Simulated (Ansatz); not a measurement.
# NbAs in Ansatz: the effect of Hubbard term

NbAs:

```
Nb As
1.0
    -1.72585    1.72585    5.84000
     1.72585   -1.72585    5.84000
     1.72585    1.72585   -5.84000
Nb As
2 2
Direct
  0.50000 0.00000 0.50000
  0.75000 0.75000 0.00000
  0.91600 0.41600 0.50000
  0.16600 0.16600 0.00000
```

Alike in all runs:

| Quantity | Value |
| --- | --- |
| Program | Ansatz 0.2.0 |
| Task | projected density of states |
| Functional | LDA |
| Potentials or basis | Ansatz PAW |
| Cutoff | 420 eV (not typed: the program's choice for these potentials) |
| k mesh | 11 × 11 × 11 |
| Occupations | fermi-dirac, width 0.05 eV |
| Spin | no spin polarisation |
| Hubbard projectors | ortho-atomic (the default) |
| Double counting | fll (the default) |

| Hubbard term | pressure (GPa) | largest force (eV/Å) |
| --- | --- | --- |
| none | -5.5 | 0.28 |
| Nb d U = 1 eV | -5.2 | 0.27 |
| Nb d U = 2 eV | -4.9 | 0.27 |
| Nb d U = 3 eV | -4.5 | 0.27 |
| Nb d U = 4 eV | -4.1 | 0.26 |
| Nb d U = 5 eV | -3.5 | 0.22 |
| Nb d U = 6 eV | ? | ? |

Task: What does the run with Hubbard term Nb d U = 6 eV give?

Result: Pressure -1.1 GPa; largest force 0.05 eV/Å.

Worked out: A parabola through the other rows of the pressure, of slope 0.629 GPa per eV there, extrapolates to -2.9 GPa, against the run's -1.1. A parabola through the other rows of the largest force, of slope -0.0332 eV/Å per eV there, extrapolates to 0.20 eV/Å, against the run's 0.05.

Caveats: the PAW data sets come from PBE, with cores solved anew for the run's functional, which leaves a small shift of forces and pressure; U without spin polarisation on a metal has little footing (some runs); the U is typed as a test and isn't derived for this compound (some runs).
